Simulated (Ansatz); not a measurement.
**Cs in Ansatz: convergence with basis error**

The system is Cs.

```xyz
1
Lattice="-3.1285 3.1285 3.1285 3.1285 -3.1285 3.1285 3.1285 3.1285 -3.1285" Properties=species:S:1:pos:R:3 pbc="T T T"
Cs    0.0000    0.0000    0.0000
```

| Item | Value |
| --- | --- |
| Program | Ansatz 0.2.0 |
| Task | convergence study |
| Functional | PBEsol |
| Potentials or basis | all-electron LAPW, scalar-relativistic |
| Cutoff | 23 eV (chosen from the basis error) |
| Basis error allowed | 0.03 eV/atom |
| k mesh | 6 × 6 × 6 |
| Occupations | fermi-dirac, width 0.05 eV |
| Spin | no spin polarisation |

These are the settings of the first run; the series varies basis error, with any setting tied to it.

Hardware: 1 thread of Intel(R) Xeon(R) Processor @ 2.50GHz (Skylake/Cascade Lake), on a shared host.

Question: The values tried are 0.03 eV/atom, 0.01 eV/atom, 0.003 eV/atom, 0.001 eV/atom, 0.0003 eV/atom, 0.0001 eV/atom, loosest first. From which on does the energy stay within 1 meV/atom of the tightest run that finished?

Answer: From 0.003 eV/atom on.

```csv
basis error,"energy less the tightest run, at zero smearing (meV/atom)",SCF cycles,CPU time (s),peak memory (GiB)
0.03 eV/atom,7.78,5,1.3,0.2
0.01 eV/atom,2.31,5,1.7,0.21
0.003 eV/atom,0.60,5,2,0.21
0.001 eV/atom,0.17,5,2.4,0.22
0.0003 eV/atom,0.04,5,3.2,0.23
0.0001 eV/atom,0.00,5,4,0.24
```

The tightest run that finished is the yardstick and may itself not be fully converged.

The run has no spin-orbit coupling, so splittings on Cs are missing.

The runs don't all hold the same shells in valence.
